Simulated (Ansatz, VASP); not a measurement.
CuO in VASP and in Ansatz

INCAR

```
SYSTEM = CuO
  PREC = Accurate
  ENCUT = 520
  EDIFF = 1E-6
  ISMEAR = -1
  SIGMA = 0.05
  LREAL = .False.
  LASPH = .True.
  NELM = 100
  ALGO = Normal
  ISIF = 2
  LWAVE = .False.
  LCHARG = .True.
  GGA = PE
  LELF = .True.
  LVHAR = .True.
  NBANDS = 25
```

File KPOINTS:

```
Automatic mesh
0
Gamma
  8 8 6
  0 0 0
```

File POSCAR:

```
CuO
1.0
    3.1325781376      0.0000000000      0.0000000000
    0.0000000000      3.1325781376      0.0000000000
    0.0000000000      0.0000000000      4.5866926551
Cu O
2 2
Direct
    0.0000000000      0.0000000000      0.0000000000
    0.5000000000      0.5000000000      0.0000000000
    0.5000000000      0.0000000000      0.2670000000
    0.0000000000      0.5000000000      0.7330000000
```

Contents of input.yaml:

```yaml
crystal:
  lattice:
    - [3.1325781376, 0.0, 0.0]
    - [0.0, 3.1325781376, 0.0]
    - [0.0, 0.0, 4.5866926551]
  atoms:
    - { symbol: Cu, position: [0.0, 0.0, 0.0] }
    - { symbol: Cu, position: [0.5, 0.5, 0.0] }
    - { symbol: O, position: [0.5, 0.0, 0.267] }
    - { symbol: O, position: [0.0, 0.5, 0.733] }
hamiltonian:
  xc: pbe
  pseudopotentials: { kind: paw }
kpoints:
  mp_grid: { grid: [8, 8, 6] }
scf:
  occupations: { method: fermi_dirac, width: 0.05 }
output:
  forces: true
  stress: true
  eigenvalues: true
```

The cell was built by a generator and needn't be a form met in nature.

Alike in both runs: task single point; functional PBE; k mesh 8 × 8 × 6; occupations fermi-dirac, width 0.05 eV; no spin polarisation.

|  | VASP | Ansatz |
| --- | --- | --- |
| version | VASP 6.6.1 | Ansatz 0.2.0 |
| potentials or method | VASP PAW PBE potentials, release 64 (Cu, O) | Ansatz PAW |
| plane-wave cutoff (eV) | 520 | 420 |
| valence electrons in the cell | 34 | 50 |

VASP gave:

- gap on the k mesh at the Fermi level (eV): none
- pressure (GPa): 25.7
- largest component of the traceless stress (GPa): 28.85
- rms of the force components (eV/Å): 0.117

Problem. Estimate Ansatz's values.

Solution. gap on the k mesh at the Fermi level (eV): none; pressure (GPa): 24.9; largest component of the traceless stress (GPa): 28.64; rms of the force components (eV/Å): 0.157.

Atom by atom the forces differ by 0.040 eV/Å (rms over components). A gap of «none» marks a metal or a gap that the smearing closes. The functional is the same, so the differences come from potentials, cutoffs and numerics. The two sets of potentials don't hold the same shells in valence.

Caveats: the run has no spin polarisation, though such a crystal can be magnetic; semilocal functionals often make such compounds metallic where correlation or magnetic order opens a gap, which also shifts bond lengths; so large a pressure means that the cell lies far from this level's equilibrium, or that cutoff or potentials fall short (VASP); the pressure holds a Pulay correction of +0.7 GPa for the finite cutoff (Ansatz).
